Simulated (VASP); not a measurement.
# Sb2Se5 (P-3m1) in VASP: relaxation of cell and atoms with PBE

Aim: the relaxation of cell and atoms of Sb2Se5 with PBE.

All numbers are computed with VASP 6.6.1; they aren't measurements. Logs are shortened: lines on timing, memory, paths and dates and some standing lists are left out, and cuts for length are marked.

## (1) Starting point

It takes space group P-3m1 (No. 164, trigonal). The conventional cell has a = 4.000 Å, b = 4.000 Å, c = 13.850 Å, α = 90.00°, β = 90.00°, γ = 120.00°. Sb (site symmetry 3m) has 6 Se at 2.85 to 3.02 Å as nearest neighbours. Around Se (site symmetry 3m) lie 1 Se at 2.38 Å. Se (site symmetry 3m) is surrounded by 3 Sb at 2.85 Å and 3 Se at 3.14 Å. Se (site symmetry -3m) is surrounded by 6 Sb at 3.02 Å.

The cell was built by a generator and needn't be a form met in nature.

## (2) Relaxation of cell and atoms, PBE

INCAR reads:

```
SYSTEM = Sb2Se5
ALGO = Fast ; EDIFF = 1E-4
EDIFFG = -0.08 ; ENCUT = 520
GGA = PE ; IBRION = 2
ISIF = 3 ; ISMEAR = 0
LASPH = .TRUE. ; LCHARG = .FALSE.
LREAL = .FALSE. ; LWAVE = .FALSE.
NELM = 60 ; NSW = 24
PREC = Normal ; SIGMA = 0.15
```

KPOINTS reads:

```
k-points
0
G
  4 4 1
  0 0 0
```

POSCAR reads:

```
Sb2Se5
1.0
    4.0000000000      0.0000000000      0.0000000000
   -2.0000000000      3.4641016200      0.0000000000
    0.0000000000      0.0000000000     13.8500000000
Sb Se
2 5
Direct
    0.6666666700      0.3333333300      0.8600000000
    0.3333333300      0.6666666700      0.1400000000
    0.0000000000      0.0000000000      0.4140000000
    0.0000000000      0.0000000000      0.5860000000
    0.3333333300      0.6666666700      0.7400000000
    0.6666666700      0.3333333300      0.2600000000
    0.0000000000      0.0000000000      0.0000000000
```

Potentials or basis: VASP PAW PBE potentials, release 64 (Sb, Se).

The run is started by

```console
cat potpaw_PBE.64/Sb/POTCAR potpaw_PBE.64/Se/POTCAR > POTCAR
mpirun -np 1 vasp_std > vasp.out
```

OUTCAR:

```text
SYSTEM = Sb2Se5
   EDIFF = 1E-4
   EDIFFG = -0.08
   ENCUT = 520
   GGA = PE
   IBRION = 2
   ISIF = 3
   ISMEAR = 0
   LASPH = .TRUE.
   LREAL = .FALSE.
   NELM = 60
   NSW = 24
   PREC = Normal

 ion  position               nearest neighbor table
   1  0.667  0.333  0.860-   5 2.85   5 2.85   5 2.85   7 3.02   7 3.02   7 3.02
   2  0.333  0.667  0.140-   6 2.85   6 2.85   6 2.85   7 3.02   7 3.02   7 3.02
   3  0.000  0.000  0.414-   4 2.38
   4  0.000  0.000  0.586-   3 2.38
   5  0.333  0.667  0.740-   1 2.85   1 2.85   1 2.85
   6  0.667  0.333  0.260-   2 2.85   2 2.85   2 2.85
   7  0.000  0.000  0.000-   1 3.02   2 3.02   1 3.02   2 3.02   1 3.02   2 3.02

  LATTYP: Found a hexagonal cell.
 ALAT       =     4.0000000000
 C/A-ratio  =     3.4625000000

  Lattice vectors:

 A1 = (   4.0000000000,   0.0000000000,   0.0000000000)
 A2 = (  -2.0000000000,   3.4641016200,   0.0000000000)
 A3 = (   0.0000000000,   0.0000000000,  13.8500000000)

Analysis of symmetry for initial positions (statically):
=====================================================================
 Subroutine PRICEL returns:
 Original cell was already a primitive cell.

 Routine SETGRP: Setting up the symmetry group for a
 hexagonal supercell.

 Subroutine GETGRP returns: Found 12 space group operations
 (whereof 12 operations were pure point group operations)
 out of a pool of 24 trial point group operations.

The static configuration has the point symmetry D_3d.

Analysis of symmetry for dynamics (positions and initial velocities):
=====================================================================
 Subroutine PRICEL returns:
 Original cell was already a primitive cell.

 Routine SETGRP: Setting up the symmetry group for a
 hexagonal supercell.

 Subroutine GETGRP returns: Found 12 space group operations
 (whereof 12 operations were pure point group operations)
 out of a pool of 24 trial point group operations.

The dynamic configuration has the point symmetry D_3d.

 Subroutine INISYM returns: Found 12 space group operations
 (whereof 12 operations are pure point group operations),
 and found     1 'primitive' translations

----------------------------------------------------------------------------------------

                                     Primitive cell

  volume of cell :     191.9112

  direct lattice vectors                    reciprocal lattice vectors
[... 81 lines left out ...]
   NFREE  =      1    steps in history (QN), initial steepest desc. (CG)
   ISIF   =      3    stress and relaxation
   ISYM   =      2    0-nonsym 1-usesym 2-fastsym
   POTIM  = 0.5000    time-step for ionic-motion
   TEBEG  =    0.0;   TEEND  =   0.0 temperature during run
   PSTRESS=    0.0 pullay stress
   NELECT =      40.0000    total number of electrons
   NUPDOWN=      -1.0000    fix difference up-down
   EMIN   =  10.00;   EMAX   =-10.00  energy-range for DOS
   EFERMI =   0.00;   METHOD = LEGACY
   ISMEAR =     0;   SIGMA  =   0.15  broadening in eV -4-tet -1-fermi 0-gaus
   EFERMI_NEDOS =   21; number of points for ismear=-14 and -15
   IALGO  =     68    algorithm
   IMIX   =      4    mixing-type and parameters
     AMIX     =   0.40;   BMIX     =  1.00
     AMIX_MAG =   1.60;   BMIX_MAG =  1.00
  volume/ion in A,a.u.               =      27.42       185.01
  Fermi-wavevector in a.u.,A,eV,Ry     =   0.970647  1.834257 12.818808  0.942156
  Thomas-Fermi vector in A             =   2.100799
   LORBIT       =      0    0 simple, 1 ext, 2 COOP (PROOUT), +10 PAW based schemes
   GGA     = PE    functional components
   LHFCALC =     F    Hartree Fock is set to
   AEXX    =    0.0000 exact exchange contribution
   IVDW    =     0    specifies the selected vdW correction
   LEPSILON=     F    determine dielectric tensor
   LRPA    =     F    only Hartree local field effects (RPA)
 conjugate gradient relaxation of ions
 non-spin polarized calculation
 RMM-DIIS sequential band-by-band and
 Gauss-broadening in eV      SIGMA  =   0.15
  energy-cutoff  :      520.00
  volume of cell :      191.91
 maximum number of plane-waves:      5193
   NGX = 15   NGY = 15   NGZ = 51

--------------------------------------- Ionic step        1  -------------------------------------------

 number of electron      40.0000000 magnetization

 Free energy of the ion-electron system (eV)
  ---------------------------------------------------
  ext. energy  EPLUGINS =         0.00000000
  ---------------------------------------------------
  free energy    TOTEN  =       -25.93248869 eV

  energy without entropy =      -25.88272889  energy(sigma->0) =      -25.90760879

------------------------ aborting loop because EDIFF is reached ----------------------------------------

  FORCE on cell =-STRESS in cart. coord.  units (eV):
  Direction    XX          YY          ZZ          XY          YZ          ZX
  --------------------------------------------------------------------------------------
  -------------------------------------------------------------------------------------
  Total        0.1420928      0.1420928     -3.6420234      0.0000000      0.0000000      0.0000000
  in kB        1.1862667      1.1862667    -30.4055540      0.0000000      0.0000000      0.0000000
  external PRESSURE =      -9.3443402 kB  Pullay stress =       0.0000000 kB
[... 104 lines left out ...]
  FREE ENERGIE OF THE ION-ELECTRON SYSTEM (eV)
  ---------------------------------------------------
  free  energy   TOTEN  =       -26.0999625777 eV

  energy  without entropy=      -26.0479725317  energy(sigma->0) =      -26.07396755

[... ionic steps 4 to 19 ...]

--------------------------------------- Ionic step       20  -------------------------------------------

 number of electron      39.9999997 magnetization

------------------------ aborting loop because EDIFF is reached ----------------------------------------
[... 77 lines left out ...]
--------------------------------------- Ionic step       22  -------------------------------------------

 number of electron      40.0000020 magnetization

 Free energy of the ion-electron system (eV)
  ---------------------------------------------------
  ext. energy  EPLUGINS =         0.00000000
  ---------------------------------------------------
  free energy    TOTEN  =       -26.35928676 eV

  energy without entropy =      -26.29611056  energy(sigma->0) =      -26.32769866

 E-fermi :   3.4685     XC(G=0):  -8.7537

 val. band max:        3.4628842706   @ k =   0.2500   0.2500   0.0000
 cond. band min:       3.6330288180   @ k =   0.0000   0.0000   0.0000
 fundamental gap:      0.1701445473
 Fermi energy:         3.4684607495

 k-point     1 :       0.0000    0.0000    0.0000
  band No.  band energies     occupation
      1     -11.2413      2.00000
      2     -10.9723      2.00000
      3     -10.5483      2.00000
      4      -9.6991      2.00000
      5      -7.5185      2.00000
      6      -5.6081      2.00000
[... 131 lines left out ...]
  FREE ENERGIE OF THE ION-ELECTRON SYSTEM (eV)
  ---------------------------------------------------
  free  energy   TOTEN  =       -26.3592867633 eV

  energy  without entropy=      -26.2961105552  energy(sigma->0) =      -26.32769866

 reached required accuracy - stopping structural energy minimisation
```

OSZICAR:

```text
N       E                     dE             d eps       ncg     rms          rms(c)
DAV:   1     0.230965319113E+03    0.23097E+03   -0.15444E+04   192   0.138E+03
DAV:   2    -0.361993703759E+01   -0.23459E+03   -0.23174E+03   248   0.213E+02
DAV:   3    -0.259165506237E+02   -0.22297E+02   -0.22047E+02   248   0.706E+01
[... 161 lines left out ...]
DAV:   1    -0.263690687325E+02   -0.10149E-01   -0.65731E-01   192   0.375E+00    0.535E-01
RMM:   2    -0.263618286132E+02    0.72401E-02   -0.29881E-02   192   0.854E-01    0.259E-01
RMM:   3    -0.263593587367E+02    0.24699E-02   -0.10776E-02   194   0.500E-01    0.977E-02
RMM:   4    -0.263592867711E+02    0.71966E-04   -0.21415E-03   202   0.221E-01    0.624E-02
RMM:   5    -0.263592867633E+02    0.78426E-08   -0.29366E-04   125   0.841E-02
  22 F= -.26359287E+02 E0= -.26327699E+02  d E =-.450857E-02
```

Wall time 2.4 min (1 thread of Intel Xeon Platinum 8488C (Sapphire Rapids), shared host); peak memory 0.21 GiB.

Results:

| Item | Value |
| --- | --- |
| Free energy | -26.3593 eV |
| Relaxed volume | 30.06 Å³/atom |
| Relaxed cell | a = 4.028 Å, b = 4.028 Å, c = 14.975 Å, α = 90.00°, β = 90.00°, γ = 120.00° |
| Space group after relaxing (to 0.05 Å) | P-3m1 (No. 164) |
| Energy gained by relaxing | 61.0 meV/atom |
| Ionic steps | 22 |
| Pressure after relaxing | -0.2 GPa |
| Largest force after relaxing | 0.044 eV/Å |
| Band gap on the k mesh | none (metal or under the smearing width) |

Forces in eV/Å, atoms in the order of the input:
```
Sb   0.000  0.000  0.023
Sb   0.000  0.000 -0.023
Se   0.000  0.000  0.030
Se   0.000  0.000 -0.030
Se   0.000  0.000  0.044
Se   0.000  0.000 -0.044
Se   0.000  0.000  0.000
```

Stress tensor (GPa, compression positive):
```
-0.40  0.00  0.00
 0.00 -0.40  0.00
 0.00  0.00  0.16
```

The path:
```csv
step,energy change (eV),largest force (eV/Å),pressure (GPa),volume (Å³)
1,0.0000,1.9261,-0.93,191.91
2,-0.0966,1.4102,2.78,187.46
3,-0.1675,0.3084,1.15,189.06
4,-0.2103,0.3873,0.29,193.56
5,-0.2192,0.4873,-0.27,197.50
6,-0.2512,0.4507,-0.90,199.55
7,-0.2606,0.5617,-1.36,201.27
8,-0.2817,0.5103,-1.11,200.85
9,-0.3226,0.4855,-0.27,199.56
10,-0.2748,1.0890,1.84,196.86
11,-0.3286,0.6181,0.20,198.96
12,-0.3431,0.5238,0.33,199.12
13,-0.3643,0.6422,0.60,199.59
14,-0.3767,0.4334,0.36,200.38
15,-0.3884,0.3324,-0.23,202.23
16,-0.3932,0.3017,-0.16,202.31
17,-0.4045,0.2296,0.02,202.53
18,-0.4135,0.2498,0.38,202.97
19,-0.4213,0.0779,0.44,204.90
20,-0.4223,0.2246,0.43,206.15
21,-0.4264,0.0971,0.12,208.25
22,-0.4268,0.0435,-0.21,210.40
```

Final structure:
```
Sb Se
1.0
     4.02788    0.00000    0.00000
    -2.01394    3.48825    0.00000
     0.00000    0.00000   14.97501
Sb Se
2 5
Direct
  0.66667 0.33333 0.87244
  0.33333 0.66667 0.12756
  0.00000 0.00000 0.42665
  0.00000 0.00000 0.57335
  0.33333 0.66667 0.76777
  0.66667 0.33333 0.23223
  0.00000 0.00000 0.00000
```

Levels at points of the mesh, in eV from the Fermi level:
| k point | band 16 | band 17 | band 18 | band 19 | band 20 | band 21 | band 22 | band 23 | band 24 |
| --- | --- | --- | --- | --- | --- | --- | --- | --- | --- |
| (0.00, 0.00, 0.00) | -1.58 | -1.58 | -1.20 | -0.89 | 0.16 | 0.82 | 0.82 | 1.16 | 1.16 |
| (0.50, 0.00, 0.00) | -2.19 | -2.06 | -1.78 | -1.21 | -1.10 | 0.40 | 0.89 | 1.80 | 1.92 |

Caveat: the k mesh is coarse (spacing up to 0.45 Å⁻¹), so the values aren't converged; this functional lacks dispersion, which binds the layers, so the pressure and a relaxed spacing across them are unreliable; the relaxation stopped at a loose force limit of 0.08 eV/Å, so its end isn't a converged minimum. The run has no spin-orbit coupling, so splittings on Sb are missing.
